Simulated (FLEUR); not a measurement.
Os:

```xyz
2
Lattice="2.7341 0.0000 0.0000 -1.3671 2.3678 0.0000 0.0000 0.0000 4.3197" Properties=species:S:1:pos:R:3 pbc="T T T"
Os    1.3671    0.7893    3.2398
Os    0.0000    1.5785    1.0799
```

- Program: FLEUR MaX-R8.1 (later development tree)
- Task: single point
- Functional: PBE
- Potentials or basis: all-electron
- Basis: FLAPW
- Kmax: 4.32 1/bohr
- k mesh: 11 × 11 × 6
- Occupations: fermi-dirac, width 0.05 eV
- Spin: no spin polarisation
- Gmax: 13.4 1/bohr
- Muffin-tin radii: Os 2.27 bohr
- lmax: Os 9
- Local orbitals a species: Os 6
- Max iterations: 60
- Mixing factor: 0.05
- Mixer: Anderson
- Mixer history: 15
- Density convergence: 1e-05 me/bohr^3

On this cell: largest force under 0.003 eV/Å; band gap on the k mesh none (metal or under the smearing width).

The same run follows on a disturbed copy (atoms moved at random, drawn with an rms of 0.05 Å):

```
Os
1.0
     2.73410    0.00000    0.00000
    -1.36705    2.36780    0.00000
     0.00000    0.00000    4.31970
Os
2
Direct
  0.65888 0.31974 0.75917
  0.32855 0.66495 0.24603
```

Problem. What changes?

Solution. The energy (extrapolated to zero smearing) moves by +16.8 meV/atom; largest force 1.059 eV/Å; band gap on the k mesh none (metal or under the smearing width).

Forces on the atoms (eV/Å):
```
Os  -0.068  0.236 -1.030
Os   0.068 -0.236  1.030
```
